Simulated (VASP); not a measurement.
CdTe, 2 atoms in the cell. The structure is cubic, space group F-43m (No. 216). Conventional cell: a = 6.560 Å, b = 6.560 Å, c = 6.560 Å, α = 90.00°, β = 90.00°, γ = 90.00°. Cd (site symmetry -43m) is surrounded by 4 Te at 2.84 Å. Around Te (site symmetry -43m) lie 4 Cd at 2.84 Å. The cell was built by a generator and needn't be a form met in nature.

- Program: VASP 6.6.1
- Task: single point
- Functional: r2SCAN
- Potentials or basis: VASP PAW PBE potentials, release 64 (Cd, Te)
- Cutoff: 520 eV
- k mesh: 6 × 6 × 6
- Occupations: fermi-dirac, width 0.02 eV
- Spin: no spin polarisation
- Dipole correction: no
- Further INCAR settings: ALGO = Normal; EDIFF = 1e-06; NBANDS = 16

Potentials or basis: VASP PAW PBE potentials, release 64 (Cd, Te).

The run is started by

```bash
$ cat potpaw_PBE.64/Cd/POTCAR potpaw_PBE.64/Te/POTCAR > POTCAR
$ cp INCAR.step1 INCAR
$ mpirun -np 1 vasp_std > vasp.out
$ cp INCAR.step2 INCAR
$ mpirun -np 1 vasp_std > vasp.out
```

Hardware: 1 thread of Intel(R) Xeon(R) Platinum 8259CL CPU @ 2.50GHz (Skylake/Cascade Lake) (shared host).

**Question.** How long does it take, and how much memory?

**Answer.** Run time: 65 s on 1 thread of Intel(R) Xeon(R) Platinum 8259CL CPU @ 2.50GHz (Skylake/Cascade Lake), with other jobs on the host, peak memory 0.22 GiB. Counts: scf iterations 9, k points 16.
